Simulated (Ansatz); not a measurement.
**CaO under changes of volume**

One of the cells (13.886 Å³/atom); the others are scaled copies at fixed shape and fractional positions:

```xyz
2
Lattice="0.0000 2.4036 2.4036 2.4036 0.0000 2.4036 2.4036 2.4036 0.0000" Properties=species:S:1:pos:R:3 pbc="T T T"
Ca    0.0000    0.0000    0.0000
O     2.4036    2.4036    2.4036
```

The cell is a database's computed one.

| Property | Result |
| --- | --- |
| Program | Ansatz 0.2.0 |
| Functional | BPBE |
| Potentials or basis | Ansatz PAW |
| Cutoff | 420 eV (not typed: the program's choice for these potentials) |
| k mesh | 10 × 10 × 10 |
| Occupations | fermi-dirac, width 0.05 eV |
| Spin | no spin polarisation |

```csv
volume (Å³/atom),energy over the lowest point (meV/atom),pressure (GPa),gap on the mesh (eV)
13.052,?,?,?
13.330,14.24,6.5,3.67
13.608,5.32,3.8,3.68
13.886,0.69,1.5,3.68
14.163,0.00,-0.6,3.69
14.441,2.71,-2.5,3.69
14.719,8.53,-4.2,3.69
```

**Question.** What does the run at 13.052 Å³/atom give?

**Answer.** Energy over the lowest point 27.86 meV/atom; pressure 9.4 GPa; gap on the mesh 3.66 eV.

Worked out: A Birch-Murnaghan fit of order 3 (a polynomial in V^(-2/3)) to the other rows has its minimum at 14.08 Å³/atom with B0 = V·E''(V) = 104 GPa and B' = 4.7. It gives 28.05 meV/atom at 13.052 Å³/atom, against the run's 27.86, and -dE/dV = 9.5 GPa, against 9.4. A straight line through the other rows of the gap, of slope 0.203 eV per unit of ln V, extrapolates to 3.67 eV, against the run's 3.66.

Energies are extrapolated to zero smearing.

Caveats: the PAW data sets come from PBE, with cores solved anew for the run's functional, which leaves a small shift of forces and pressure.

A mesh can miss the band edges.
